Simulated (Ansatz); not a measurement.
Write the native input for Ansatz 0.2.0 that does the following.

| Quantity | Value |
| --- | --- |
| Task | single point |
| Functional | PBE |
| Potentials or basis | all-electron LAPW, scalar-relativistic |
| Cutoff | 184 eV (chosen from the basis error) |
| Basis error allowed | 0.001 eV/atom |
| k mesh | 13 × 13 × 13 |
| Occupations | fermi-dirac, width 0.05 eV |
| Spin | no spin polarisation |

The system is Br.

```xyz
1
Lattice="-1.4235 1.4235 3.5775 1.4235 -1.4235 3.5775 1.4235 1.4235 -3.5775" Properties=species:S:1:pos:R:3 pbc="T T T"
Br    0.0000    0.0000    0.0000
```

These files were run (other wordings do the same):

input.yaml

```yaml
crystal:
  lattice:
    - [-1.423491705, 1.423491705, 3.57751737]
    - [1.423491705, -1.423491705, 3.57751737]
    - [1.423491705, 1.423491705, -3.57751737]
  atoms:
    - { symbol: Br, position: [0.0, 0.0, 0.0] }
kpoints:
  mp_grid: { grid: [13, 13, 13] }
scf:
  occupations: { method: fermi_dirac, width: 0.05 }
hamiltonian:
  xc: pbe
  pseudopotentials: { kind: all_electron, lapw: { basis_error: 0.001 } }
output:
  forces: true
  stress: true
  eigenvalues: true
  populations: true
```

Potentials or basis: all-electron LAPW, scalar-relativistic.

Launch:

```sh
$ ansatz run input.yaml --threads 1 --pin off --max-ram 2560MiB --backend cpu --events-out ev --progress --plain --runs-dir out
```

Results of the run:

* Pressure: 1.4 GPa
* Band gap on the k mesh: none (metal or under the smearing width)

Caveat: an odd number of electrons without spin polarisation forces a metal; a magnetic or distorted state may lie lower.

Run time: 14 s on 1 thread of Arm Neoverse V1, on a shared host, peak memory 0.31 GiB.
